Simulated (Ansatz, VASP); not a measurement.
**One calculation of Si, two programs**

The input INCAR:

```
  PREC = Accurate
  ENCUT = 520
  EDIFF = 1E-6
  ISMEAR = 0
  SIGMA = 0.1
  LREAL = F
  LASPH = T
  NELM = 80
  ALGO = Fast
  ISIF = 2
  LWAVE = F
  LCHARG = F
  LDIPOL = T
  IDIPOL = 3
  DIPOL = 0.5 0.5 0.385
  GGA = PE
  IVDW = 12
  NBANDS = 16
```

The input KPOINTS:

```
regular mesh
0
Gamma
  9 9 1
```

POSCAR

```
Si
1.0
    3.8472023583      0.0000000000      0.0000000000
   -1.9236011791      3.3317749758      0.0000000000
    0.0000000000      0.0000000000     18.4446971457
Si
4
Direct
    0.3333333333      0.6666666667      0.2695814701
    0.6666666667      0.3333333333      0.2439725610
    0.6666666667      1.3333333333      0.5256089091
    1.0000000000      1.0000000000      0.5000000000
```

Input for Ansatz:

```yaml
crystal:
  lattice:
    - [3.8472023583, 0.0, 0.0]
    - [-1.9236011791, 3.3317749758, 0.0]
    - [0.0, 0.0, 18.4446971457]
  atoms:
    - { symbol: Si, position: [0.3333333333, 0.6666666667, 0.2695814701] }
    - { symbol: Si, position: [0.6666666667, 0.3333333333, 0.243972561] }
    - { symbol: Si, position: [0.6666666667, 1.3333333333, 0.5256089091] }
    - { symbol: Si, position: [1.0, 1.0, 0.5] }
basis:
  ecutwfc: 420
kpoints:
  mp_grid: { grid: [9, 9, 1] }
hamiltonian:
  xc: pbe
  dispersion: d3bj
scf:
  occupations: { method: gaussian, width: 0.1 }
output:
  forces: true
  eigenvalues: true
efield:
  axis: 3
  dipole_correction: true
  ramp_width: 0.04
```

Alike in both runs: task single point; functional PBE; dispersion D3(BJ); k mesh 9 × 9 × 1; occupations gaussian, width 0.1 eV; no spin polarisation.

|  | VASP | Ansatz |
| --- | --- | --- |
| version | VASP 6.6.1 | Ansatz 0.2.0 |
| potentials or method | VASP PAW PBE potentials, release 64 (Si) | scalar-relativistic, plane waves, PAW |
| plane-wave cutoff (eV) | 520 | 420 |
| valence electrons in the cell | 16 | 16 |

```csv
,VASP,Ansatz,Ansatz less VASP
gap on the k mesh at the Fermi level (eV),none,none,-
rms of the force components (eV/Å),0.045,0.047,+0.0013
"work function, face that differs most (eV)",4.53,4.61,+0.086
```

Atom by atom the forces differ by 0.004 eV/Å (rms over components). A gap of «none» marks a metal or a gap that the smearing closes.
